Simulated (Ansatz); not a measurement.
# Which of these structures of Tl lies lowest?

These are results of DFT, PBE, all-electron LAPW, scalar-relativistic in Ansatz 0.2.0, not measurements.

Each cell is taken as listed (from a database or a relaxation; residual pressures are under 0.6 GPa and forces under 0.08 eV/Å), on meshes of about 0.2 Å⁻¹ spacing; energies are extrapolated to zero smearing, with no zero-point or thermal terms. Other structures, the observed one among them, may be missing from this set and lie lower. No run is spin-polarised.

Spin–orbit coupling is left out, though it moves levels of the heavy atoms by tenths of an eV or more.

(1) Order the structures by energy per atom, lowest first, and give the differences.
A.
```
Tl
1.0
     0.00000    2.49757    2.49757
     2.49757    0.00000    2.49757
     2.49757    2.49757    0.00000
Tl
1
Direct
  0.00000 0.00000 0.00000
```
(fcc type, relaxed by us; 14×14×14 mesh on the primitive cell, smearing 0.08 eV, P = 0.0 GPa)
B.
Space group Pm-3m (No. 221). a = 3.251 Å, b = 3.251 Å, c = 3.251 Å, α = 90.00°, β = 90.00°, γ = 90.00°
```
atom  site  symmetry       x       y       z
  Tl    1a      m-3m  0.0000  0.0000  0.0000
```
(sc type, relaxed by us; 13×13×13 mesh on the primitive cell, smearing 0.08 eV, P = 0.0 GPa)

Answers

(1) A (0 meV/atom), B (118 meV/atom).
